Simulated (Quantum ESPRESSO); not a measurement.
# CaO (Fm-3m) in Quantum ESPRESSO: a series of runs

One crystal, CaO, is run at these levels: LDA; tasks: phonons.

Program: Quantum ESPRESSO 7.5. These are calculated values, not measurements. Logs are shortened: lines on timing, memory, paths and dates and some standing lists are left out, and cuts for length are marked.

## Step 1: Starting point

The structure is cubic, space group Fm-3m (No. 225). The conventional cell has a = 4.807 Å, b = 4.807 Å, c = 4.807 Å, α = 90.00°, β = 90.00°, γ = 90.00°. Ca (site symmetry m-3m) has 6 O at 2.40 Å as nearest neighbours. O (site symmetry m-3m) has 6 Ca at 2.40 Å as nearest neighbours.

The cell is a database's computed one.

## Step 2: Phonons, LDA

Contents of pw.in:

```
&CONTROL
  calculation = 'scf'
  prefix = 'pwscf'
  outdir = './tmp'
  pseudo_dir = './pseudo'
  tprnfor = .true.
  tstress = .true.
  disk_io = 'low'
/
&SYSTEM
  ibrav = 0
  nat = 2
  ntyp = 2
  ecutwfc = 84
  nbnd = 14
  occupations = 'smearing'
  smearing = 'fd'
  degauss = 0.00367493
/
&ELECTRONS
  conv_thr = 4d-10
  electron_maxstep = 120
  mixing_beta = 0.5
/
ATOMIC_SPECIES
Ca    40.0780 Ca.upf
O     15.9990 O.upf
CELL_PARAMETERS bohr
   0.0000000000    4.5420619907    4.5420619907
   4.5420619907    0.0000000000    4.5420619907
   4.5420619907    4.5420619907    0.0000000000
ATOMIC_POSITIONS bohr
Ca     0.0000000000    0.0000000000    0.0000000000
O      4.5420619907    4.5420619907    4.5420619907
K_POINTS automatic
6 6 6 1 1 1
```

Contents of relax.in:

```
&CONTROL
  calculation = 'vc-relax'
  prefix = 'pwscf'
  outdir = './tmp'
  pseudo_dir = './pseudo'
  tprnfor = .true.
  tstress = .true.
  disk_io = 'low'
  nstep = 40
  forc_conv_thr = 0.0001
  etot_conv_thr = 1d-06
/
&SYSTEM
  ibrav = 0
  nat = 2
  ntyp = 2
  ecutwfc = 84
  nbnd = 14
  occupations = 'smearing'
  smearing = 'fd'
  degauss = 0.00367493
/
&ELECTRONS
  conv_thr = 4d-10
  electron_maxstep = 120
  mixing_beta = 0.5
/
&IONS
  ion_dynamics = 'bfgs'
/
&CELL
  cell_dynamics = 'bfgs'
  press = 0
  press_conv_thr = 0.2
/
ATOMIC_SPECIES
Ca    40.0780 Ca.upf
O     15.9990 O.upf
CELL_PARAMETERS bohr
   0.0000000000    4.5420619907    4.5420619907
   4.5420619907    0.0000000000    4.5420619907
   4.5420619907    4.5420619907    0.0000000000
ATOMIC_POSITIONS bohr
Ca     0.0000000000    0.0000000000    0.0000000000
O      4.5420619907    4.5420619907    4.5420619907
K_POINTS automatic
6 6 6 1 1 1
```

Contents of scf2.in:

```
&CONTROL
  calculation = 'scf'
  prefix = 'pwscf'
  outdir = './tmp'
  pseudo_dir = './pseudo'
  tprnfor = .true.
  tstress = .true.
  disk_io = 'low'
/
&SYSTEM
  ibrav = 0
  nat = 2
  ntyp = 2
  ecutwfc = 84
  nbnd = 14
  occupations = 'fixed'
/
&ELECTRONS
  conv_thr = 1d-13
  electron_maxstep = 120
  mixing_beta = 0.5
  startingpot = 'file'
  startingwfc = 'file'
/
ATOMIC_SPECIES
Ca    40.0780 Ca.upf
O     15.9990 O.upf
CELL_PARAMETERS bohr
   0.0000000000    4.4446858055    4.4446858055
   4.4446858055    0.0000000000    4.4446858055
   4.4446858055    4.4446858055    0.0000000000
ATOMIC_POSITIONS bohr
Ca     0.0000000000    0.0000000000    0.0000000000
O      4.4446858055    4.4446858055    4.4446858055
K_POINTS automatic
6 6 6 1 1 1
```

Contents of ph.in:

```
phonons of CaO
&INPUTPH
  prefix = 'pwscf'
  outdir = './tmp'
  tr2_ph = 1d-18
  fildyn = 'dyn'
  niter_ph = 90
  alpha_mix(1) = 0.7
  epsil = .true.
/
0.0000000000 0.0000000000 0.0000000000
```

Contents of dynmat.in:

```
&INPUT
  fildyn = 'dyn'
  asr = 'crystal'
  lperm = .true.
  filout = 'dynmat.disp'
  fileig = 'dynmat.eig'
/
```

Contents of dynmat_lo.in:

```
&INPUT
  fildyn = 'dyn'
  asr = 'crystal'
  filout = 'dynmat_lo.disp'
  fileig = 'dynmat_lo.eig'
  q(1) = 0
  q(2) = 0
  q(3) = 1
/
```

Potentials or basis: PseudoDojo 0.4.1 SR LDA standard.

Command:

```sh
$ OMP_NUM_THREADS=1 mpirun -n 4 pw.x -nk 4 -in pw.in > pw.out
$ OMP_NUM_THREADS=1 mpirun -n 4 pw.x -nk 4 -in relax.in > relax.out
$ OMP_NUM_THREADS=1 mpirun -n 4 pw.x -nk 4 -in scf2.in > scf2.out
$ OMP_NUM_THREADS=1 mpirun -n 4 ph.x -nk 4 -in ph.in > ph.out
$ OMP_NUM_THREADS=1 mpirun -n 1 dynmat.x -in dynmat.in > dynmat.out
$ OMP_NUM_THREADS=1 mpirun -n 1 dynmat.x -in dynmat_lo.in > dynmat_lo.out
```

pw.out:

```text
This program is part of the open-source Quantum ESPRESSO suite
     for quantum simulation of materials; please cite
[... 6 lines left out ...]
     using ibrav=0 with symmetry is DISCOURAGED, use correct ibrav instead

     K-points division:     npool     =       4
     Subspace diagonalization in iterative solution of the eigenvalue problem:
     a serial algorithm will be used

     G-vector sticks info
     --------------------
     sticks:   dense  smooth     PW     G-vecs:    dense   smooth      PW
     Sum         955     955    295                19579    19579    3287

     Using Slab Decomposition

     bravais-lattice index     =            0
     lattice parameter (alat)  =       6.4234  a.u.
     unit-cell volume          =     187.4084 (a.u.)^3
     number of atoms/cell      =            2
     number of atomic types    =            2
     number of electrons       =        16.00
     number of Kohn-Sham states=           14
     kinetic-energy cutoff     =      84.0000  Ry
     charge density cutoff     =     336.0000  Ry
     scf convergence threshold =      4.0E-10
     mixing beta               =       0.5000
     number of iterations used =            8  plain     mixing
     Exchange-correlation= SLA  PW   NOGX NOGC
                           (   1   4   0   0   0   0   0)

     celldm(1)=   6.423446  celldm(2)=   0.000000  celldm(3)=   0.000000
     celldm(4)=   0.000000  celldm(5)=   0.000000  celldm(6)=   0.000000

     crystal axes: (cart. coord. in units of alat)
               a(1) = (   0.000000   0.707107   0.707107 )
               a(2) = (   0.707107   0.000000   0.707107 )
               a(3) = (   0.707107   0.707107   0.000000 )

     reciprocal axes: (cart. coord. in units 2 pi/alat)
               b(1) = ( -0.707107  0.707107  0.707107 )
               b(2) = (  0.707107 -0.707107  0.707107 )
               b(3) = (  0.707107  0.707107 -0.707107 )

     PseudoPot. # 1 for Ca read from file:
     Ca.upf
     Pseudo is Norm-conserving + core correction, Zval = 10.0
     Generated using ONCVPSP code by D. R. Hamann
     Using radial grid of 1724 points,  6 beta functions with:
                l(1) =   0
                l(2) =   0
                l(3) =   1
                l(4) =   1
                l(5) =   2
                l(6) =   2

     PseudoPot. # 2 for O  read from file:
     O.upf
     Pseudo is Norm-conserving + core correction, Zval =  6.0
     Generated using ONCVPSP code by D. R. Hamann
     Using radial grid of  926 points,  5 beta functions with:
                l(1) =   0
                l(2) =   0
                l(3) =   1
                l(4) =   1
                l(5) =   2

     atomic species   valence    mass     pseudopotential
     Ca               10.00    40.07800     Ca( 1.00)
     O                 6.00    15.99900     O ( 1.00)

     48 Sym. Ops., with inversion, found

   Cartesian axes

     site n.     atom                  positions (alat units)
         1        Ca     tau(   1) = (   0.0000000   0.0000000   0.0000000  )
         2        O      tau(   2) = (   0.7071068   0.7071068   0.7071068  )

     number of k points=    28  Fermi-Dirac smearing, width (Ry)=  0.0037
                       cart. coord. in units 2pi/alat
        k(    1) = (   0.0589256   0.0589256   0.0589256), wk =   0.0185185
        k(    2) = (   0.1767767   0.1767767  -0.0589256), wk =   0.0555556
        k(    3) = (   0.2946278   0.2946278  -0.1767767), wk =   0.0555556
        k(    4) = (  -0.2946278  -0.2946278   0.4124790), wk =   0.0555556
        k(    5) = (  -0.1767767  -0.1767767   0.2946278), wk =   0.0555556
        k(    6) = (  -0.0589256  -0.0589256   0.1767767), wk =   0.0555556
[... 20 lines left out ...]
        k(   27) = (   0.2946278   0.2946278   0.2946278), wk =   0.0185185
        k(   28) = (  -0.2946278  -0.2946278   0.8838835), wk =   0.0555556

     Dense  grid:    19579 G-vectors     FFT dimensions: (  40,  40,  40)

     Initial potential from superposition of free atoms

     starting charge      15.9957, renormalised to      16.0000
     Starting wfcs are    9 randomized atomic wfcs +    5 random wfcs

     Self-consistent Calculation

     iteration #  1     ecut=    84.00 Ry     beta= 0.50
     Davidson diagonalization with overlap
     ethr =  1.00E-02,  avg # of iterations =  8.3

     total energy              =    -110.49543111 Ry
     estimated scf accuracy    <       0.45282221 Ry

     iteration #  2     ecut=    84.00 Ry     beta= 0.50
     Davidson diagonalization with overlap
     ethr =  2.83E-03,  avg # of iterations =  2.1
[... 50 lines left out ...]
     total energy              =    -110.66419915 Ry
     estimated scf accuracy    <          1.3E-09 Ry

     iteration # 10     ecut=    84.00 Ry     beta= 0.50
     Davidson diagonalization with overlap
     ethr =  7.99E-12,  avg # of iterations =  1.0

     End of self-consistent calculation

          k = 0.0589 0.0589 0.0589 (  2439 PWs)   bands (ev):

   -29.7653 -10.8645 -10.7659 -10.7659  -7.6751   7.1129   7.2782   7.2782
    12.2880  13.4770  13.6278  13.6278  15.2295  15.2295

          k = 0.1768 0.1768-0.0589 (  2448 PWs)   bands (ev):

   -29.7316 -11.2381 -10.8245 -10.7688  -7.2638   6.1351   6.7855   7.0350
    13.2951  13.5266  14.0339  14.5398  15.8128  16.2175
[... 63 lines left out ...]
   -29.6614 -11.7503 -10.9155 -10.8398  -6.7404   5.0642   6.2151   6.3613
    13.7671  14.8045  15.6808  16.1768  17.4914  18.0994

          k =-0.6482 0.0589 0.0589 (  2439 PWs)   bands (ev):

   -29.6328 -11.3891 -11.0423 -10.9891  -7.4561   6.0317   6.8491   6.9425
    11.1057  15.4522  16.3500  16.5517  16.8171  18.6555

          k =-0.5303 0.1768-0.0589 (  2430 PWs)   bands (ev):

   -29.6474 -11.4727 -11.0286 -10.9558  -7.1539   5.7126   6.5059   6.7191
    12.0392  15.1652  15.9634  16.4136  16.7516  18.6492

          k =-0.4125 0.0589 0.0589 (  2444 PWs)   bands (ev):

   -29.6808 -11.3935 -10.9136 -10.9075  -7.1883   5.5905   6.9042   6.9719
    11.8145  14.4083  15.7843  15.8019  15.9348  17.6992

          k = 0.1768 0.1768 0.1768 (  2442 PWs)   bands (ev):
[... 41 lines left out ...]
   -29.6705 -11.8447 -10.8148 -10.8148  -6.6185   4.8265   6.2317   6.2317
    14.1596  15.5075  15.5075  15.5339  17.5602  17.5602

          k =-0.2946-0.2946 0.8839 (  2435 PWs)   bands (ev):

   -29.6531 -11.7608 -10.9595 -10.8458  -6.7319   5.0612   6.2362   6.2458
    14.1610  14.4829  15.7374  16.3697  17.7161  18.5896

     the Fermi energy is     9.7732 ev

!    total energy              =    -110.66419915 Ry
     estimated scf accuracy    <          4.7E-11 Ry
     smearing contrib. (-TS)   =      -0.00000000 Ry
     internal energy E=F+TS    =    -110.66419915 Ry

     The total energy is F=E-TS. E is the sum of the following terms:
     one-electron contribution =     -25.18544594 Ry
     hartree contribution      =      20.49442001 Ry
     xc contribution           =     -22.93718760 Ry
     ewald contribution        =     -83.03598562 Ry

     convergence has been achieved in  10 iterations

     Forces acting on atoms (cartesian axes, Ry/au):

     atom    1 type  1   force =     0.00000000    0.00000000   -0.00000000
     atom    2 type  2   force =    -0.00000000    0.00000000    0.00000000

     Total force =     0.000000     Total SCF correction =     0.000000

     Computing stress (Cartesian axis) and pressure

          total   stress  (Ry/bohr**3)                   (kbar)     P=      -73.00
  -0.00049624  -0.00000000   0.00000000          -73.00       -0.00        0.00
  -0.00000000  -0.00049624   0.00000000           -0.00      -73.00        0.00
   0.00000000   0.00000000  -0.00049624            0.00        0.00      -73.00

=------------------------------------------------------------------------------=
   JOB DONE.
=------------------------------------------------------------------------------=
```

Run time: 54 s. Hardware: 4 MPI ranks of Intel Xeon 6975P-C (Granite Rapids), shared host; peak memory 0.32 GiB.

Results:

```yaml
Free_energy: -1505.7051 eV
Relaxed_volume: 13.01 Å³/atom
Relaxed_cell: a = 3.326 Å, b = 3.326 Å, c = 3.326 Å, α = 60.00°, β = 60.00°, γ = 60.00°
Space_group_after_relaxing_to_0.05_Å: Fm-3m (No. 225)
Pressure_after_relaxing: 0.0 GPa
Electronic_dielectric_tensor_diagonal: 3.87
Born_charges_mean_of_the_diagonal: Ca +2.38; O -2.38 e
Highest_phonon_frequency_at_Γ_LO-TO_splitting_left_out: 291 cm⁻¹
Static_dielectric_tensor_diagonal: 14.91
```

Step by step:
```csv
step,energy change (eV),largest force (eV/Å),pressure (GPa),volume (Å³)
1,0.0000,0.0000,-7.30,27.77
2,-0.0344,0.0000,-3.36,26.75
3,-0.0421,0.0000,0.42,25.94
4,-0.0422,0.0000,-0.02,26.03
5,-0.0422,0.0000,0.00,26.02
```

Final structure:
```
Ca O
1.0
     0.00000    2.35203    2.35203
     2.35203    0.00000    2.35203
     2.35203    2.35203    0.00000
Ca O
1 1
Direct
  0.00000 0.00000 0.00000
  0.50000 0.50000 0.50000
```

Levels at points of the mesh, in eV from the valence-band top:
```
           k point  band 6  band 7  band 8  band 9  band 10  band 11
(0.08, 0.08, 0.08)   -0.16    0.00    0.00    5.58     6.36     6.52
```

Phonon frequencies in cm⁻¹ (negative: imaginary):
```tsv
q point	frequencies
(0.000, 0.000, 0.000)	1 1 1 291 291 291
```

Electronic dielectric tensor:
```
3.87 0.00 0.00
0.00 3.87 0.00
0.00 0.00 3.87
```

Born effective charge tensors (e):
atom 1, Ca
```
2.38 0.00 0.00
0.00 2.38 0.00
0.00 0.00 2.38
```
atom 2, O
```
-2.38  0.00  0.00
 0.00 -2.38  0.00
 0.00  0.00 -2.38
```

Optical modes at Γ, degenerate ones joined, polar ones without the macroscopic field:
```csv
cm⁻¹,components,symmetry,active in,"IR intensity, summed ((D/Å)²/amu)"
291,3,T1u,IR,34.23
```

Zone-centre frequencies without and with the macroscopic field along z (cm⁻¹):
```csv
,optical modes in rising order
without,291 291 291
with the field,291 291 571
```

Static dielectric tensor, electrons and zone-centre modes:
```
14.91  0.00  0.00
 0.00 14.91  0.00
 0.00  0.00 14.91
```

## Step 3: Phonons, LDA

pw.in is that of step 2.

relax.in is that of step 2.

scf2.in is that of step 2.

ph.in, as its differences from that of step 2:

```diff
@@ -8,4 +8,3 @@
   alpha_mix(1) = 0.7
-  epsil = .true.
 /
-0.0000000000 0.0000000000 0.0000000000
+0.5303300859 0.5303300859 0.0000000000
```

Potentials or basis: PseudoDojo 0.4.1 SR LDA standard.

Command:

```sh
$ OMP_NUM_THREADS=1 mpirun -n 4 pw.x -nk 4 -in pw.in > pw.out
$ OMP_NUM_THREADS=1 mpirun -n 4 pw.x -nk 4 -in relax.in > relax.out
$ OMP_NUM_THREADS=1 mpirun -n 4 pw.x -nk 4 -in scf2.in > scf2.out
$ OMP_NUM_THREADS=1 mpirun -n 4 ph.x -nk 4 -in ph.in > ph.out
```

pw.out:

```text
This program is part of the open-source Quantum ESPRESSO suite
     for quantum simulation of materials; please cite
[... 6 lines left out ...]
     using ibrav=0 with symmetry is DISCOURAGED, use correct ibrav instead

     K-points division:     npool     =       4
     Subspace diagonalization in iterative solution of the eigenvalue problem:
     a serial algorithm will be used

     G-vector sticks info
     --------------------
     sticks:   dense  smooth     PW     G-vecs:    dense   smooth      PW
     Sum         955     955    295                19579    19579    3287

     Using Slab Decomposition

     bravais-lattice index     =            0
     lattice parameter (alat)  =       6.4234  a.u.
     unit-cell volume          =     187.4084 (a.u.)^3
     number of atoms/cell      =            2
[... 245 lines left out ...]
   -29.6328 -11.3891 -11.0423 -10.9891  -7.4561   6.0317   6.8491   6.9425
    11.1057  15.4522  16.3500  16.5517  16.8171  18.6555

          k =-0.5303 0.1768-0.0589 (  2430 PWs)   bands (ev):

   -29.6474 -11.4727 -11.0286 -10.9558  -7.1539   5.7126   6.5059   6.7191
    12.0392  15.1652  15.9634  16.4136  16.7516  18.6492

          k =-0.4125 0.0589 0.0589 (  2444 PWs)   bands (ev):
[... 51 lines left out ...]
   -29.6531 -11.7608 -10.9595 -10.8458  -6.7319   5.0612   6.2362   6.2458
    14.1610  14.4829  15.7374  16.3697  17.7161  18.5896

     the Fermi energy is     9.7732 ev

!    total energy              =    -110.66419915 Ry
     estimated scf accuracy    <          4.7E-11 Ry
     smearing contrib. (-TS)   =      -0.00000000 Ry
     internal energy E=F+TS    =    -110.66419915 Ry

     The total energy is F=E-TS. E is the sum of the following terms:
     one-electron contribution =     -25.18544594 Ry
     hartree contribution      =      20.49442001 Ry
     xc contribution           =     -22.93718760 Ry
     ewald contribution        =     -83.03598562 Ry

     convergence has been achieved in  10 iterations

     Forces acting on atoms (cartesian axes, Ry/au):

     atom    1 type  1   force =     0.00000000    0.00000000   -0.00000000
     atom    2 type  2   force =     0.00000000    0.00000000    0.00000000

     Total force =     0.000000     Total SCF correction =     0.000000

     Computing stress (Cartesian axis) and pressure

          total   stress  (Ry/bohr**3)                   (kbar)     P=      -73.00
  -0.00049624  -0.00000000  -0.00000000          -73.00       -0.00       -0.00
  -0.00000000  -0.00049624   0.00000000           -0.00      -73.00        0.00
   0.00000000   0.00000000  -0.00049624            0.00        0.00      -73.00

=------------------------------------------------------------------------------=
   JOB DONE.
=------------------------------------------------------------------------------=
```

relax.out:

```text
This program is part of the open-source Quantum ESPRESSO suite
     for quantum simulation of materials; please cite
[... 6 lines left out ...]
     using ibrav=0 with symmetry is DISCOURAGED, use correct ibrav instead

     K-points division:     npool     =       4
[... 1706 lines left out ...]
  -0.00000154   0.00000000  -0.00000000           -0.23        0.00       -0.00
   0.00000000  -0.00000154   0.00000000            0.00       -0.23        0.00
  -0.00000000   0.00000000  -0.00000154           -0.00        0.00       -0.23

=------------------------------------------------------------------------------=
   JOB DONE.
=------------------------------------------------------------------------------=
```

scf2.out:

```text
This program is part of the open-source Quantum ESPRESSO suite
     for quantum simulation of materials; please cite
[... 6 lines left out ...]
     using ibrav=0 with symmetry is DISCOURAGED, use correct ibrav instead

     K-points division:     npool     =       4
[... 301 lines left out ...]
  -0.00000155  -0.00000000  -0.00000000           -0.23       -0.00       -0.00
  -0.00000000  -0.00000155  -0.00000000           -0.00       -0.23       -0.00
  -0.00000000  -0.00000000  -0.00000155           -0.00       -0.00       -0.23

=------------------------------------------------------------------------------=
   JOB DONE.
=------------------------------------------------------------------------------=
```

It took 3.8 min on 4 MPI ranks of Intel Xeon 6975P-C (Granite Rapids), shared host; peak memory 0.36 GiB.

Results:

```yaml
Free_energy: -1505.7051 eV
Relaxed_volume: 13.01 Å³/atom
Relaxed_cell: a = 3.326 Å, b = 3.326 Å, c = 3.326 Å, α = 60.00°, β = 60.00°, γ = 60.00°
Space_group_after_relaxing_to_0.05_Å: Fm-3m (No. 225)
Pressure_after_relaxing: 0.0 GPa
Highest_phonon_frequency_at_the_q_point_run: 386 cm⁻¹
```

The path:
```tsv
step	energy change (eV)	largest force (eV/Å)	pressure (GPa)	volume (Å³)
1	0.0000	0.0000	-7.30	27.77
2	-0.0344	0.0000	-3.36	26.75
3	-0.0421	0.0000	0.42	25.94
4	-0.0422	0.0000	-0.02	26.03
5	-0.0422	0.0000	0.00	26.02
```

Final structure:
```
Ca O
1.0
     0.00000    2.35203    2.35203
     2.35203    0.00000    2.35203
     2.35203    2.35203    0.00000
Ca O
1 1
Direct
  0.00000 0.00000 0.00000
  0.50000 0.50000 0.50000
```

Phonon frequencies in cm⁻¹ (negative: imaginary):
| q point | frequencies |
| --- | --- |
| (0.375, 0.375, 0.750) | 210 281 295 319 371 386 |

Phonon modes at q = (0.375, 0.375, 0.750) in reciprocal lattice units:
| mode | symmetry | cm⁻¹ |
| --- | --- | --- |
| 1 | B_1 | 210 |
| 2 | A_1 | 281 |
| 3 | B_2 | 295 |
| 4 | B_1 | 319 |
| 5 | B_2 | 371 |
| 6 | A_1 | 386 |

(Continued in part 2 of 3.)
